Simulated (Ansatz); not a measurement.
# Dielectric response of BN (110) films, part 3 of 3

How well do thin zincblende BN (110) films screen a perpendicular field?

Ansatz 0.2.0; plane-wave DFT, PBEsol, Ansatz PAW.

So far. Step 22 (Relaxing in the field, 24 atoms, units 12, field -0.05 …): The dipole is -0.0359 e·Å, and the gap on the mesh 2.379 eV.

## (23) Response with the atoms relaxed, 24 atoms, units 12

This step: plane-wave DFT, PBEsol, Ansatz PAW; response to a field along the normal, atoms relaxed (Ansatz 0.2.0).

Numbers from this step:

```
equivalent conductor thickness p/(ε₀AE) : 14.06 Å
inner field over outer field            : 0.1417
local ε in the middle                   : 7.055
```

Local field over the applied field, running mean. From the potentials at -0.05 and 0.05 V/Å; running mean over 1.278 Å, taken twice. The local field over applied field by z:

| z (Å) | local field over applied field |
| --- | --- |
| 4.5 | 1.000 |
| 5.0 | 0.999 |
| 5.5 | 0.997 |
| 6.0 | 0.991 |
| 6.5 | 0.972 |
| 7.0 | 0.916 |
| 7.5 | 0.777 |
| 8.0 | 0.596 |
| 8.5 | 0.402 |
| 9.0 | 0.227 |
| 9.5 | 0.0684 |
| 10.0 | 0.0237 |
| 10.5 | 0.0679 |
| 11.0 | 0.129 |
| 11.5 | 0.141 |
| 12.0 | 0.134 |
| 12.5 | 0.134 |
| 13.0 | 0.140 |
| 13.5 | 0.142 |
| 14.0 | 0.141 |
| 14.5 | 0.140 |
| 15.0 | 0.140 |
| 15.5 | 0.141 |
| 16.0 | 0.142 |
| 16.5 | 0.142 |
| 17.0 | 0.140 |
| 17.5 | 0.140 |
| 18.0 | 0.141 |
| 18.5 | 0.142 |
| 19.0 | 0.140 |
| 19.5 | 0.135 |
| 20.0 | 0.133 |
| 20.5 | 0.141 |
| 21.0 | 0.131 |
| 21.5 | 0.0770 |
| 22.0 | 0.0241 |
| 22.5 | 0.0584 |
| 23.0 | 0.205 |
| 23.5 | 0.382 |
| 24.0 | 0.573 |
| 24.5 | 0.757 |
| 25.0 | 0.903 |
| 25.5 | 0.968 |
| 26.0 | 0.990 |
| 26.5 | 0.997 |
| 27.0 | 0.999 |
| 27.5 | 1.000 |

The induced dipole is that of a conductor 14.06 Å thick.

## (24) Electronic ε from the series

This step: plane-wave DFT, PBEsol, Ansatz PAW; permittivity from the thickness series, atoms held (Ansatz 0.2.0).

Each added layer adds t(1 − 1/ε) to the dipole term, so the slope against thickness gives ε without a choice of where the film ends.

This step gave:

```
slope                : 0.7858
intercept of the fit : 1.815 Å
ε of the interior    : 4.668
```

The equivalent conductor thickness by distance between the outer atoms:

| distance between the outer atoms (Å) | equivalent conductor thickness (Å) |
| --- | --- |
| 5.09 | 5.81 |
| 8.91 | 8.82 |
| 14.00 | 12.8 |

By hand, from the thinnest and the thickest film: slope = (12.813 − 5.810) / (14.003 − 5.093) = 0.786, so ε = 1/(1 − 0.786) = 4.67.

## (25) Static ε from the series

This step: plane-wave DFT, PBEsol, Ansatz PAW; permittivity from the thickness series, atoms relaxed (Ansatz 0.2.0).

The same fit for the relaxed films. The nearer its slope lies to 1, the more ε hangs on small errors.

This step gave:

```
slope                : 0.8592
intercept of the fit : 2.029 Å
ε of the interior    : 7.103
```

Equivalent conductor thickness against distance between the outer atoms:

```
distance between the outer atoms (Å)  equivalent conductor thickness (Å)
                                5.09                                6.41
                               14.00                                14.1
```

By hand, from the thinnest and the thickest film: slope = (14.061 − 6.405) / (14.003 − 5.093) = 0.859, so ε = 1/(1 − 0.859) = 7.11. One nm of such a film has the capacitance of 3.9/7.11 = 0.55 nm of SiO₂ (its equivalent oxide thickness).

## (26) A changed input: efield.ramp_width = 0.04

This step: plane-wave DFT, PBEsol, Ansatz PAW (Ansatz 0.2.0).

System of this step: BN (110), 5 units. The cell holds 10 atoms: 5 B and 5 N. Cell: a = 2.556 Å, b = 3.615 Å, c = 23.112 Å, α = 90.0°, β = 90.0°, γ = 90.0°. It derives from BN (zincblende BN). Vacuum lies along c.

A run with a changed input: it repeats the earlier run at 0.05 V/Å, 5 units with efield.ramp_width from 0.06 to 0.04.

input.yaml reads:

```yaml
crystal:
  lattice:
    - [2.55619101, 0.0, 0.0]
    - [0.0, 3.615, 0.0]
    - [0.0, 0.0, 23.112382028]
  atoms:
    - { symbol: B, position: [0.5, 0.5445391515, 0.3991286541] }
    - { symbol: "N", position: [0.0, 0.727926811, 0.3898237108] }
    - { symbol: B, position: [0.0, -0.0055846886, 0.4427344484] }
    - { symbol: "N", position: [0.5, 0.2376666031, 0.4436837266] }
    - { symbol: B, position: [0.5, 0.4958462875, 0.5] }
    - { symbol: "N", position: [0.0, 0.7450579417, 0.4999999991] }
    - { symbol: B, position: [0.0, -0.0055846846, 0.5572655523] }
    - { symbol: "N", position: [0.5, 0.2376666072, 0.5563162724] }
    - { symbol: B, position: [0.5, 0.5445391555, 0.6008713464] }
    - { symbol: "N", position: [0.0, 0.7279268158, 0.6101762899] }
kpoints:
  mp_grid: { grid: [10, 8, 1] }
hamiltonian:
  xc: pbesol
scf:
  occupations: { method: fixed }
  convergence: { dr2_threshold: 1.0e-10 }
efield:
  axis: 3
  dipole_correction: true
  ramp_position: 0.97
  ramp_width: 0.04
  amplitude: 0.05
output:
  write_potential: true
  write_density: true
  volumetric_format: npy
```

Command:

```console
$ ansatz run input.yaml --threads 4 --pin off --max-ram 6144MiB --backend cpu --events-out ev --progress --plain --runs-dir out
```

It took 7.1 s on 4 threads of Arm Neoverse V2, shared host; peak memory 0.53 GiB; 28 s of CPU time.

Numbers from this step:

```
gap on the k-mesh       : 2.118 eV
dipole along the normal : 0.01484 e·Å
```

```
                     quantity  this run  earlier run  difference
dipole along the normal (e·Å)   0.01484      0.01483      1.8e-6
       gap on the k-mesh (eV)     2.118        2.118      2.2e-7
```

Nothing in the table moves by 0.01 in its unit (for the dipole 0.5 % and 5e-5 e·Å).

## (27) The same run with other settings

Another changed input: it repeats the earlier run at 0.05 V/Å, 5 units with scf.n_extra_bands to 4 and crystal.symmetry to detect: false.

Edit input.yaml of step 26 so:

```diff
@@ -16,2 +16,3 @@
     - { symbol: "N", position: [0.0, 0.7279268158, 0.6101762899] }
+  symmetry: { detect: false }
 kpoints:
@@ -23,2 +24,3 @@
   convergence: { dr2_threshold: 1.0e-10 }
+  n_extra_bands: 4
 efield:
@@ -27,3 +29,3 @@
   ramp_position: 0.97
-  ramp_width: 0.04
+  ramp_width: 0.06
   amplitude: 0.05
```

Wall time 8.8 s (4 threads); peak memory 0.54 GiB; 35 s of CPU time.

| quantity | this run | earlier run | difference |
| --- | --- | --- | --- |
| dipole along the normal (e·Å) | 0.01484 | 0.01483 | 1.3e-6 |
| gap on the k-mesh (eV) | 2.118 | 2.118 | 3.9e-7 |

Nothing in the table moves by 0.01 in its unit (for the dipole 0.5 % and 5e-5 e·Å).

## (28) What came out

| Property | Result |
| --- | --- |
| electronic ε from the thickness series | 4.67 |
| static ε from the thickness series | 7.10 |
| local electronic ε, middle of 12 units | 4.65 |

What this shows: The films give an electronic ε of 4.67 and a static ε of 7.10. The slope of the series and the field inside the thickest film give 4.67 and 4.65, in agreement. Ions raise ε from 4.67 to 7.10. The static value rests on two thicknesses alone. The in-plane lattice constants are held at typed bulk values. Semilocal functionals tend to overestimate the electronic ε a little.

[Logs are printed without paths, hosts, clocks, repeated set-up lines and the standing remarks that a program may print on its own settings, such as how far it seeks lower states.]

[Hosts, paths, dates, database ids (printed as entryN), source tags and the programs' standing remarks are cut or masked in the printed files.]

[Maps of the electrostatic potential energy from Ansatz leave out the sawtooth potential of an applied field or a dipole correction, so their vacuum need not be flat; planar profiles and work functions include it.]
